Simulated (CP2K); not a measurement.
## InP under changes of volume

One of the cells (25.167 Å³/atom); the others are scaled copies at fixed shape and fractional positions:

```
CELL_PARAMETERS angstrom
4.14435 0.00000 0.00000
2.07218 3.58911 0.00000
2.07218 1.19637 3.38385
ATOMIC_POSITIONS crystal
In 0.00000 0.00000 0.00000
P 0.75000 0.75000 0.75000
```

```yaml
Program: CP2K 2026.2
Functional: PBEsol
Potentials_or_basis: POTENTIAL_UZH In GTH-PBE-q13, P GTH-PBE-q5; TZVP-MOLOPT-PBE-GTH basis
Density_cutoff: 6123 eV
k_mesh: 8 × 8 × 8
Occupations: fermi-dirac, width 0.05 eV
Spin: no spin polarisation
```

| volume (Å³/atom) | energy over the lowest point (meV/atom) | pressure (GPa) | gap on the mesh (eV) |
| --- | --- | --- | --- |
| 23.657 | 40.92 | 6.8 | 0.92 |
| 24.160 | 22.67 | 4.9 | 0.81 |
| 24.663 | ? | ? | ? |
| 25.167 | 2.77 | 1.6 | 0.59 |
| 25.670 | 0.00 | 0.2 | 0.49 |
| 26.173 | 1.35 | -1.0 | 0.38 |
| 26.677 | 6.40 | -2.1 | 0.28 |

Task: What does the run at 24.663 Å³/atom give?

Result: Energy over the lowest point 10.15 meV/atom; pressure 3.1 GPa; gap on the mesh 0.70 eV.

Worked out: A Birch-Murnaghan fit of order 3 (a polynomial in V^(-2/3)) to the other rows has its minimum at 25.75 Å³/atom with B0 = V·E''(V) = 66 GPa and B' = 4.6. It gives 10.16 meV/atom at 24.663 Å³/atom, against the run's 10.15, and -dE/dV = 3.1 GPa, against 3.1. A straight line through the other rows of the gap, of slope -5.33 eV per unit of ln V (its deformation potential), gives 0.70 eV, against the run's 0.70.

Energies are extrapolated to zero smearing.

Caveats: the potentials were made for another functional, which shifts forces and pressure; spin-orbit coupling is left out, which moves the levels of the heavy elements; the basis of atomic orbitals isn't converged, which shifts pressures, moduli and gaps.
